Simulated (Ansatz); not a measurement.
I:

```
I
1.0
     0.00000    2.36560    3.90984
     2.19225    0.00000    3.90984
     2.19225    2.36560    0.00000
I
1
Cartesian
  0.0000 0.0000 0.0000
```

- Program: Ansatz 0.2.0
- Task: relaxation of cell and atoms
- Functional: HSE06
- Potentials or basis: Ansatz PAW
- Cutoff: 420 eV (not typed: the program's choice for these potentials)
- k mesh: 5 × 5 × 5
- Occupations: fermi-dirac, width 0.05 eV
- Spin: no spin polarisation

At the start: volume 40.55 Å³/atom.

Task: Where does the relaxation end?

Result: It ends after 7 steps and the volume is 43.07 Å³/atom (+6.2 %); space group Fmmm (No. 69, to 0.05 Å).

The path:
```tsv
step	energy change (eV)	largest force (eV/Å)	volume (Å³)
1	0.0000	0.0000	40.55
2	-0.0118	0.0000	40.01
3	-0.0170	0.0000	40.32
4	-0.0182	0.0000	40.93
5	-0.0200	0.0000	42.65
6	-0.0200	0.0000	43.07
7	-0.0204	0.0000	43.07
```

Final structure:
```xyz
1
Lattice="0.0000 2.4068 4.3031 2.0796 0.0000 4.3031 2.0796 2.4068 0.0000" Properties=species:S:1:pos:R:3 pbc="T T T"
I     0.0000    0.0000    0.0000
```

Caveat: the k mesh is coarse (spacing up to 0.42 Å⁻¹), so the values aren't converged, least of all with exact exchange; the plane-wave basis is chosen anew once the cell has moved, so the energies of steps on either side of that aren't comparable; an odd number of electrons without spin polarisation forces a metal; a magnetic or distorted state may lie lower; the PAW data sets come from PBE, with cores solved anew for the run's functional, which leaves a small shift of forces and pressure.
